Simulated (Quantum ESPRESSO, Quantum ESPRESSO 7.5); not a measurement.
## 2H-WSe2, 1 layer: vacuum convergence

Wanted: the cheapest sound input for 2H-WSe2, 1 layer, from a series that sets result against time.

Main program and level: Quantum ESPRESSO 7.5; plane-wave DFT, PBE, PseudoDojo norm-conserving pseudopotentials.

**1. Set-up**

The cell holds 3 atoms: 2 Se and 1 W. Cell: a = 3.320 Å, b = 3.320 Å, c = 27.740 Å, α = 90.0°, β = 90.0°, γ = 120.0°. It derives from WSe2. Vacuum lies along c.

Structure file:

```cif
data_structure
_symmetry_space_group_name_H-M 'P 1'
_symmetry_Int_Tables_number 1
_cell_length_a 3.3200
_cell_length_b 3.3200
_cell_length_c 27.7403
_cell_angle_alpha 90.000
_cell_angle_beta 90.000
_cell_angle_gamma 120.000
_cell_volume 264.80
loop_
_atom_site_label
_atom_site_type_symbol
_atom_site_fract_x
_atom_site_fract_y
_atom_site_fract_z
_atom_site_occupancy
Se1 Se 0.33333 0.66667 0.43258 1
W2 W 0.00000 0.00000 0.50000 1
Se3 Se 0.33333 0.66667 0.56742 1
```

**2. Ground state: 24 Å of vacuum**

The first run is the reference of the series.

Contents of c0.in:

```
&control
  prefix = 'c0'
  outdir = './out'
  pseudo_dir = './pseudo'
  calculation = 'scf'
  tprnfor = .true.
/
&system
  ibrav = 0
  nat = 3
  ntyp = 2
  ecutwfc = 78
  ecutrho = 312
  occupations = 'smearing'
  smearing = 'fd'
  degauss = 0.004
/
&electrons
  conv_thr = 1e-07
  mixing_beta = 0.4
  electron_maxstep = 120
  mixing_mode = 'local-TF'
/
ATOMIC_SPECIES
  Se  78.9710  Se.dojo-sr-pbe-0.4.1-standard.upf
  W   183.8400  W.dojo-sr-pbe-0.4.1-standard.upf
CELL_PARAMETERS angstrom
  3.32000000000000 0.00000000000000 0.00000000000000
  -1.66000000000000 2.87520434056434 0.00000000000000
  0.00000000000000 0.00000000000000 27.74034793390491
ATOMIC_POSITIONS crystal
  Se  0.333333333333 0.666666666667 0.432582894367
  W   0.000000000000 0.000000000000 0.500000000000
  Se  0.333333333333 0.666666666667 0.567417105633
K_POINTS automatic
  12 12 1 0 0 0
```

The run is started by

```bash
$ OMP_NUM_THREADS=1 mpirun -n 4 pw.x -nk 4 -in c0.in > c0.out
```

The log of the run:

```text
Program PWSCF v.7.5 starts
[citation notice left out]

     Parallel version (MPI & OpenMP), running on       4 processor cores
     Number of MPI processes:                 4
     Threads/MPI process:                     1

     MPI processes distributed on     1 nodes
[...]
Current dimensions of program PWSCF are:
     Max number of different atomic species (ntypx) = 10
     Max number of k-points (npk) =  40000
     Max angular momentum in pseudopotentials (lmaxx) =  4
     Message from routine setup:
     using ibrav=0 with symmetry is DISCOURAGED, use correct ibrav instead

     K-points division:     npool     =       4
     Subspace diagonalization in iterative solution of the eigenvalue problem:
     a serial algorithm will be used

     G-vector sticks info
     --------------------
     sticks:   dense  smooth     PW     G-vecs:    dense   smooth      PW
     Sum         847     847    253               166609   166609   26007

     Using Slab Decomposition

     bravais-lattice index     =            0
     lattice parameter (alat)  =       6.2739  a.u.
     unit-cell volume          =    1786.9619 (a.u.)^3
     number of atoms/cell      =            3
     number of atomic types    =            2
     number of electrons       =        46.00
     number of Kohn-Sham states=           28
     kinetic-energy cutoff     =      78.0000  Ry
     charge density cutoff     =     312.0000  Ry
     scf convergence threshold =      1.0E-07
     mixing beta               =       0.4000
     number of iterations used =            8  local-TF  mixing
     Exchange-correlation= PBE
                           (   1   4   3   4   0   0   0)

     celldm(1)=   6.273891  celldm(2)=   0.000000  celldm(3)=   0.000000
     celldm(4)=   0.000000  celldm(5)=   0.000000  celldm(6)=   0.000000

     crystal axes: (cart. coord. in units of alat)
               a(1) = (   1.000000   0.000000   0.000000 )
               a(2) = (  -0.500000   0.866025   0.000000 )
               a(3) = (   0.000000   0.000000   8.355526 )

     reciprocal axes: (cart. coord. in units 2 pi/alat)
               b(1) = (  1.000000  0.577350 -0.000000 )
               b(2) = (  0.000000  1.154701  0.000000 )
               b(3) = (  0.000000 -0.000000  0.119681 )

     PseudoPot. # 1 for Se read from file:
     ./pseudo/Se.dojo-sr-pbe-0.4.1-standard.upf
     Pseudo is Norm-conserving + core correction, Zval = 16.0
     Generated using ONCVPSP code by D. R. Hamann
     Using radial grid of 1214 points,  6 beta functions with:
                l(1) =   0
                l(2) =   0
                l(3) =   1
                l(4) =   1
                l(5) =   2
                l(6) =   2

     PseudoPot. # 2 for W  read from file:
     ./pseudo/W.dojo-sr-pbe-0.4.1-standard.upf
     Pseudo is Norm-conserving + core correction, Zval = 14.0
     Generated using ONCVPSP code by D. R. Hamann
     Using radial grid of 1396 points,  8 beta functions with:
                l(1) =   0
                l(2) =   0
                l(3) =   1
                l(4) =   1
                l(5) =   2
                l(6) =   2
                l(7) =   3
                l(8) =   3

     atomic species   valence    mass     pseudopotential
     Se               16.00    78.97100     Se( 1.00)
     W                14.00   183.84000     W ( 1.00)

     12 Sym. Ops. (no inversion) found

   Cartesian axes

     site n.     atom                  positions (alat units)
         1        Se     tau(   1) = (  -0.0000000   0.5773503   3.6144578  )
         2        W      tau(   2) = (   0.0000000   0.0000000   4.1777632  )
         3        Se     tau(   3) = (  -0.0000000   0.5773503   4.7410687  )

     number of k points=    19  Fermi-Dirac smearing, width (Ry)=  0.0040
                       cart. coord. in units 2pi/alat
        k(    1) = (   0.0000000   0.0000000   0.0000000), wk =   0.0138889
        k(    2) = (   0.0000000   0.0962250   0.0000000), wk =   0.0833333
        k(    3) = (   0.0000000   0.1924501   0.0000000), wk =   0.0833333
        k(    4) = (   0.0000000   0.2886751   0.0000000), wk =   0.0833333
        k(    5) = (   0.0000000   0.3849002   0.0000000), wk =   0.0833333
        k(    6) = (   0.0000000   0.4811252   0.0000000), wk =   0.0833333
        k(    7) = (   0.0000000  -0.5773503   0.0000000), wk =   0.0416667
        k(    8) = (   0.0833333   0.1443376   0.0000000), wk =   0.0833333
        k(    9) = (   0.0833333   0.2405626   0.0000000), wk =   0.1666667
        k(   10) = (   0.0833333   0.3367877   0.0000000), wk =   0.1666667
[...]
k(   19) = (   0.3333333   0.5773503   0.0000000), wk =   0.0277778

     Dense  grid:   166609 G-vectors     FFT dimensions: (  36,  36, 300)

     Estimated max dynamical RAM per process >     254.33 MB

     Estimated total dynamical RAM >     895.29 MB

     Initial potential from superposition of free atoms

     starting charge      45.9993, renormalised to      46.0000

     negative rho (up, down):  4.853E-05 0.000E+00
     Starting wfcs are   28 randomized atomic wfcs

     total cpu time spent up to now is        1.7 secs

     per-process dynamical memory:   145.6 Mb

     Self-consistent Calculation

     iteration #  1     ecut=    78.00 Ry     beta= 0.40
     Davidson diagonalization with overlap
     ethr =  1.00E-02,  avg # of iterations =  3.3

     Threshold (ethr) on eigenvalues was too large:
     Diagonalizing with lowered threshold

     Davidson diagonalization with overlap
     ethr =  1.06E-04,  avg # of iterations =  4.4

     negative rho (up, down):  4.690E-06 0.000E+00

     total cpu time spent up to now is       10.8 secs

     total energy              =    -636.74393760 Ry
     estimated scf accuracy    <       0.07285682 Ry

     iteration #  2     ecut=    78.00 Ry     beta= 0.40
[...]
total energy              =    -636.73250294 Ry
     estimated scf accuracy    <       0.04353639 Ry

     iteration #  3     ecut=    78.00 Ry     beta= 0.40
[...]
total energy              =    -636.73283768 Ry
     estimated scf accuracy    <       0.01191911 Ry

     iteration #  4     ecut=    78.00 Ry     beta= 0.40
[...]
total energy              =    -636.73339397 Ry
     estimated scf accuracy    <       0.00195492 Ry

     iteration #  5     ecut=    78.00 Ry     beta= 0.40
[...]
total energy              =    -636.73313075 Ry
     estimated scf accuracy    <       0.00128331 Ry

     iteration #  6     ecut=    78.00 Ry     beta= 0.40
[...]
total energy              =    -636.73317412 Ry
     estimated scf accuracy    <       0.00067972 Ry

     iteration #  7     ecut=    78.00 Ry     beta= 0.40
[...]
negative rho (up, down):  1.405E-03 0.000E+00

[...]
total energy              =    -636.73311041 Ry
     estimated scf accuracy    <       0.00039217 Ry

     iteration #  8     ecut=    78.00 Ry     beta= 0.40
[...]
negative rho (up, down):  4.904E-03 0.000E+00

[...]
total energy              =    -636.73315978 Ry
     estimated scf accuracy    <       0.00023223 Ry

     iteration #  9     ecut=    78.00 Ry     beta= 0.40
[...]
negative rho (up, down):  2.950E-03 0.000E+00

[...]
total energy              =    -636.73314101 Ry
     estimated scf accuracy    <       0.00008493 Ry

     iteration # 10     ecut=    78.00 Ry     beta= 0.40
[...]
negative rho (up, down):  1.977E-03 0.000E+00

[...]
total energy              =    -636.73311501 Ry
     estimated scf accuracy    <       0.00015236 Ry

     iteration # 11     ecut=    78.00 Ry     beta= 0.40
[...]
negative rho (up, down):  6.547E-04 0.000E+00

[...]
total energy              =    -636.73312290 Ry
     estimated scf accuracy    <       0.00000700 Ry

     iteration # 12     ecut=    78.00 Ry     beta= 0.40
[...]
negative rho (up, down):  1.498E-04 0.000E+00

[...]
total energy              =    -636.73312318 Ry
     estimated scf accuracy    <       0.00000258 Ry

     iteration # 13     ecut=    78.00 Ry     beta= 0.40
[...]
End of self-consistent calculation

          k = 0.0000 0.0000 0.0000 ( 20817 PWs)   bands (ev):

   -75.1258 -48.3697 -48.3697 -48.3696 -48.3696 -48.3558 -48.3558 -48.3554
   -48.3554 -48.3529 -48.3525 -39.2899 -39.1333 -39.1333 -14.9706 -14.2218
    -6.7067  -3.3579  -2.3191  -2.3191  -1.6370  -1.3764  -1.3764   1.7863
     1.7863   1.9211   1.9211   3.0517

          k = 0.0000 0.0962 0.0000 ( 20769 PWs)   bands (ev):

   -75.1252 -48.3696 -48.3696 -48.3694 -48.3693 -48.3558 -48.3558 -48.3555
   -48.3554 -48.3528 -48.3524 -39.2877 -39.1459 -39.1363 -14.8766 -14.1602
    -6.5706  -3.4289  -2.6356  -2.2262  -1.6171  -1.5429  -1.5367   1.3153
     1.6592   1.6784   2.0442   3.3969

          k = 0.0000 0.1925 0.0000 ( 20723 PWs)   bands (ev):

   -75.1237 -48.3696 -48.3696 -48.3687 -48.3686 -48.3560 -48.3559 -48.3559
   -48.3555 -48.3525 -48.3520 -39.2817 -39.1805 -39.1446 -14.6060 -13.9835
    -6.1887  -3.6482  -3.4276  -2.0675  -1.9765  -1.9321  -1.6333   0.6970
     1.4171   1.4435   2.3006   3.8635

          k = 0.0000 0.2887 0.0000 ( 20767 PWs)   bands (ev):

   -75.1217 -48.3697 -48.3696 -48.3678 -48.3677 -48.3563 -48.3563 -48.3560
   -48.3556 -48.3520 -48.3515 -39.2735 -39.2273 -39.1560 -14.1966 -13.7186
    -5.6725  -4.3952  -4.0985  -2.7110  -2.3661  -1.8182  -1.6631   0.5265
     1.2704   1.5549   2.5255   4.2759

          k = 0.0000 0.3849 0.0000 ( 20801 PWs)   bands (ev):

   -75.1196 -48.3697 -48.3695 -48.3668 -48.3668 -48.3568 -48.3565 -48.3561
   -48.3557 -48.3515 -48.3510 -39.2737 -39.2653 -39.1673 -13.7231 -13.4185
    -5.6474  -4.8586  -4.7944  -3.0699  -2.7310  -2.0008  -1.4227   0.8191
     1.3120   1.8904   2.6575   4.3320

          k = 0.0000 0.4811 0.0000 ( 20790 PWs)   bands (ev):

   -75.1181 -48.3698 -48.3695 -48.3662 -48.3661 -48.3571 -48.3567 -48.3561
   -48.3557 -48.3512 -48.3506 -39.3074 -39.2593 -39.1756 -13.3150 -13.1688
    -6.3042  -5.4025  -4.6242  -3.2056  -2.9680  -1.9273  -1.3204   1.2931
     1.5253   2.1979   2.7137   3.8307

[...]
the Fermi energy is    -0.2643 ev

!    total energy              =    -636.73312355 Ry
     estimated scf accuracy    <       0.00000005 Ry
     smearing contrib. (-TS)   =      -0.00000025 Ry
     internal energy E=F+TS    =    -636.73312329 Ry

     The total energy is F=E-TS. E is the sum of the following terms:
     one-electron contribution =   -4605.43132859 Ry
     hartree contribution      =    2294.44622706 Ry
     xc contribution           =    -129.75706464 Ry
     ewald contribution        =    1804.00904288 Ry

     convergence has been achieved in  13 iterations

     Forces acting on atoms (cartesian axes, Ry/au):

     atom    1 type  1   force =     0.00000000    0.00000000    0.09758871
     atom    2 type  2   force =     0.00000000    0.00000000    0.00000000
     atom    3 type  1   force =     0.00000000    0.00000000   -0.09758871

     Total force =     0.138011     Total SCF correction =     0.001513

[...]
=------------------------------------------------------------------------------=
   JOB DONE.
=------------------------------------------------------------------------------=
```

Wall time 64 s (4 MPI ranks of Arm Neoverse V2, shared host); peak memory 0.9 GiB; 4.3 min of CPU time.

Numbers from this step:

* free energy: -8663.1955 eV
* Fermi energy: -0.2643 eV
* valence top, on the run's zero: -0.7792 eV
* conduction bottom, on the run's zero: 0.3098 eV
* gap by band count: 1.089 eV

The program's own clock; routines nest. Time by routine:

| routine | wall time (s) | calls |
| --- | --- | --- |
| PWSCF | 63.6 | 1 |
| electrons | 61.36 | 1 |
| c_bands | 42.41 | 14 |
| cegterg | 38.75 | 70 |
| h_psi | 32.1 | 395 |
| fftw | 29.13 | 11772 |
| vloc_psi | 26.82 | 395 |
| mix_rho | 11.1 | 14 |
| ffts | 6.7 | 1378 |
| sum_band | 6.3 | 14 |
| calbec | 2.76 | 415 |
| add_vuspsi | 2.65 | 395 |
| h_psi:calbec | 2.5 | 395 |
| init_run | 1.62 | 1 |

The run needed 13 iterations to bring the estimated error under 1e-07 Ry; the largest force on any atom, held or free, is 2.51 eV/Å, so this geometry is far from relaxed and its levels are not those of the real material.

**3. Potential by pp.x**

The vacuum level is read from the electrostatic potential (plot_num = 11), averaged over planes.

Contents of c0.pot.in:

```
&inputpp
  prefix = 'c0'
  outdir = './out'
  filplot = 'c0.pot.dat'
  plot_num = 11
/
```

The run is started by

```bash
$ OMP_NUM_THREADS=1 mpirun -n 4 pp.x -in c0.pot.in > c0.pot.out
```

The log of the run:

```text
[banner, memory and clock lines left out]
Program POST-PROC v.7.5 starts

          URL

     ./out/c0.save/

     IMPORTANT: XC functional enforced from input :
     Exchange-correlation= PBE
                           (   1   4   3   4   0   0   0)
     Any further DFT definition will be discarded
     Please, verify this is what you really want

     Calling punch_plot, plot_num =  11
     Writing data to file  c0.pot.dat
     Message from routine chdens:
     namelist plot not found or invalid, exiting
```

Wall time 0.84 s (4 MPI ranks); peak memory 0.09 GiB; 3 s of CPU time.

Read from the output:

| Quantity | Value |
| --- | --- |
| potential in the middle of the vacuum, over the valence top | 4.930 eV |

Electrostatic potential energy of an electron; zero at the highest filled level of the SCF mesh. The potential energy, planar mean by z:

z (Å), potential energy, planar mean (eV) and a bar from the least value:
```
        0        4.9 ##############################
        1        4.9 ##############################
        2        4.9 ##############################
        3        4.9 ##############################
        4        4.9 ##############################
        5        4.9 ##############################
        6        4.9 ##############################
        7        4.9 ##############################
        8        4.9 ##############################
        9        4.9 ##############################
       10        4.8 ##############################
       11        2.3 ############################
       12      -12.7 ###############
       13       -3.6 #######################
       14      -30.8 
       15       -3.4 #######################
       16      -10.2 #################
       17        3.7 #############################
       18        4.9 ##############################
       19        4.9 ##############################
       20        4.9 ##############################
       21        4.9 ##############################
       22        4.9 ##############################
       23        4.9 ##############################
       24        4.9 ##############################
       25        4.9 ##############################
       26        4.9 ##############################
       27        4.9 ##############################
```

Inside the slab this potential holds the local part of the pseudopotentials, which can be repulsive at the nuclei; only its value in the vacuum has a meaning of its own.

**4. SCF with pw.x: 18 Å of vacuum**

c2.in, as its differences from the input of step 2:

```diff
@@ -1,3 +1,3 @@
 &control
-  prefix = 'c0'
+  prefix = 'c2'
   outdir = './out'
@@ -29,7 +29,7 @@
   -1.66000000000000 2.87520434056434 0.00000000000000
-  0.00000000000000 0.00000000000000 27.74034793390491
+  0.00000000000000 0.00000000000000 21.74034793390491
 ATOMIC_POSITIONS crystal
-  Se  0.333333333333 0.666666666667 0.432582894367
+  Se  0.333333333333 0.666666666667 0.413976815245
   W   0.000000000000 0.000000000000 0.500000000000
-  Se  0.333333333333 0.666666666667 0.567417105633
+  Se  0.333333333333 0.666666666667 0.586023184755
 K_POINTS automatic
```

The run is started by

```bash
$ OMP_NUM_THREADS=1 mpirun -n 4 pw.x -nk 4 -in c2.in > c2.out
```

The log of the run:

```text
[banner, memory and clock lines left out]
Program PWSCF v.7.5 starts
[...]
Message from routine setup:
[...]
number of electrons       =        46.00
     number of Kohn-Sham states=           28
     kinetic-energy cutoff     =      78.0000  Ry
     charge density cutoff     =     312.0000  Ry
[...]
number of k points=    19  Fermi-Dirac smearing, width (Ry)=  0.0040
[...]
Dense  grid:   130569 G-vectors     FFT dimensions: (  36,  36, 240)
[...]
negative rho (up, down):  3.319E-05 0.000E+00
     Starting wfcs are   28 randomized atomic wfcs
[...]
estimated scf accuracy    <       0.07302553 Ry
[...]
estimated scf accuracy    <       0.04350921 Ry
[...]
estimated scf accuracy    <       0.01361535 Ry
[...]
estimated scf accuracy    <       0.00227197 Ry
[...]
estimated scf accuracy    <       0.00133968 Ry
[...]
estimated scf accuracy    <       0.00050395 Ry
[...]
negative rho (up, down):  2.290E-03 0.000E+00
[...]
estimated scf accuracy    <       0.00049809 Ry
[...]
negative rho (up, down):  2.017E-03 0.000E+00
[...]
estimated scf accuracy    <       0.00017184 Ry
[...]
negative rho (up, down):  1.692E-03 0.000E+00
[...]
estimated scf accuracy    <       0.00002692 Ry
[...]
negative rho (up, down):  4.280E-04 0.000E+00
[...]
estimated scf accuracy    <       0.00001003 Ry
[...]
negative rho (up, down):  7.413E-05 0.000E+00
[...]
estimated scf accuracy    <       0.00000089 Ry
[...]
negative rho (up, down):  1.036E-05 0.000E+00
[...]
estimated scf accuracy    <       0.00000025 Ry
[...]
the Fermi energy is     0.8814 ev
!    total energy              =    -636.73312144 Ry
     estimated scf accuracy    <       0.00000003 Ry
     smearing contrib. (-TS)   =      -0.00000025 Ry
     internal energy E=F+TS    =    -636.73312119 Ry
[...]
one-electron contribution =   -3206.59423357 Ry
     hartree contribution      =    1596.96516089 Ry
     xc contribution           =    -129.75708981 Ry
     ewald contribution        =    1102.65304130 Ry
     convergence has been achieved in  13 iterations
[...]
Total force =     0.137603     Total SCF correction =     0.001322
[...]
```

The job ended after 48 s (4 MPI ranks; peak memory 0.74 GiB; 3.2 min of CPU time).

Read from the output:

```
Fermi energy                         : 0.8814 eV
valence top, on the run's zero       : 0.3665 eV
conduction bottom, on the run's zero : 1.456 eV
```

The program's own clock; routines nest. Time by routine:

| routine | wall time (s) | calls |
| --- | --- | --- |
| PWSCF | 47.41 | 1 |
| electrons | 45.63 | 1 |
| c_bands | 32.48 | 14 |
| cegterg | 29.51 | 70 |
| h_psi | 24.31 | 395 |
| fftw | 22 | 11722 |
| vloc_psi | 20.2 | 395 |
| mix_rho | 7.22 | 14 |
| sum_band | 4.72 | 14 |
| ffts | 4.11 | 1248 |
| calbec | 2.15 | 415 |
| add_vuspsi | 2.06 | 395 |
| h_psi:calbec | 1.94 | 395 |
| init_run | 1.3 | 1 |

**5. Electrostatic potential**

Contents of c2.pot.in:

```
&inputpp
  prefix = 'c2'
  outdir = './out'
  filplot = 'c2.pot.dat'
  plot_num = 11
/
```

The run is started by

```bash
$ OMP_NUM_THREADS=1 mpirun -n 4 pp.x -in c2.pot.in > c2.pot.out
```

The job ended after 0.8 s (4 MPI ranks; peak memory 0.12 GiB).

Counted from each run's own zero (the valence top), the vacuum level differs from the first run's by -0 meV.

[end of part 1 of 2]

[Logs are printed without paths, hosts, clocks, repeated set-up lines and the standing remarks that a program may print on its own settings, such as how far it seeks lower states.]

[Hosts, paths, dates, database ids (printed as entryN), source tags and the programs' standing remarks are cut or masked in the printed files.]

[Maps of the electrostatic potential energy from Ansatz leave out the sawtooth potential of an applied field or a dipole correction, so their vacuum need not be flat; planar profiles and work functions include it.]
